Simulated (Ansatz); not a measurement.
Write the native input for Ansatz 0.2.0 that does the following.

| Quantity | Value |
| --- | --- |
| Task | relaxation of cell and atoms |
| Functional | PBEsol |
| Potentials or basis | Ansatz PAW |
| Cutoff | 420 eV (not typed: the program's choice for these potentials) |
| k mesh | 11 × 11 × 11 |
| Occupations | fermi-dirac, width 0.05 eV |
| Spin | no spin polarisation |

The system is NbAs.

```
Nb As
1.0
    -1.72585    1.72585    5.84000
     1.72585   -1.72585    5.84000
     1.72585    1.72585   -5.84000
Nb As
2 2
Cartesian
  0.0000 1.7259 0.0000
  0.0000 0.0000 8.7600
  0.0000 1.7259 4.8589
  0.0000 0.0000 1.9389
```

The input as run:

input.yaml

```yaml
crystal:
  lattice:
    - [-1.72585, 1.72585, 5.84]
    - [1.72585, -1.72585, 5.84]
    - [1.72585, 1.72585, -5.84]
  atoms:
    - { symbol: Nb, position: [0.5, 0.0, 0.5] }
    - { symbol: Nb, position: [0.75, 0.75, 0.0] }
    - { symbol: As, position: [0.916, 0.416, 0.5] }
    - { symbol: As, position: [0.166, 0.166, 0.0] }
hamiltonian:
  xc: pbesol
  pseudopotentials: { kind: paw }
kpoints:
  mp_grid: { grid: [11, 11, 11] }
scf:
  occupations: { method: fermi_dirac, width: 0.05 }
output:
  forces: true
  stress: true
  eigenvalues: true
relax:
  f_tol: 0.01
  max_steps: 40
  cell: { stress_tol: 0.05 }
```

Potentials or basis: Ansatz PAW.

Run with:

```sh
$ ansatz run input.yaml --threads 2 --pin off --max-ram 5632MiB --backend cpu --events-out ev --progress --plain --runs-dir out
```

It gave:

The relaxed volume is 17.15 Å³/atom and the relaxed cell is a = 6.286 Å, b = 6.286 Å, c = 6.286 Å, α = 148.25°, β = 148.25°, γ = 45.52°. The space group after relaxing (to 0.05 Å) is I4_1md (No. 109), the energy gained by relaxing is 3.8 meV/atom and the ionic steps are 4. The pressure after relaxing is 0.0 GPa, the largest force after relaxing is 0.006 eV/Å and the band gap on the k mesh is 0.06 eV, indirect (least direct gap 0.08 eV).

Caveat: odd divisions of the mesh miss points on the zone boundary, where band edges often lie, so the gap on the mesh can be too wide; the plane-wave basis is chosen anew once the cell has moved, so the energies of steps on either side of that aren't comparable; the PAW data sets come from PBE, with cores solved anew for the run's functional, which leaves a small shift of forces and pressure.

Wall time 100 s on 2 threads of Arm Neoverse N1, on a shared host, peak memory 0.51 GiB.
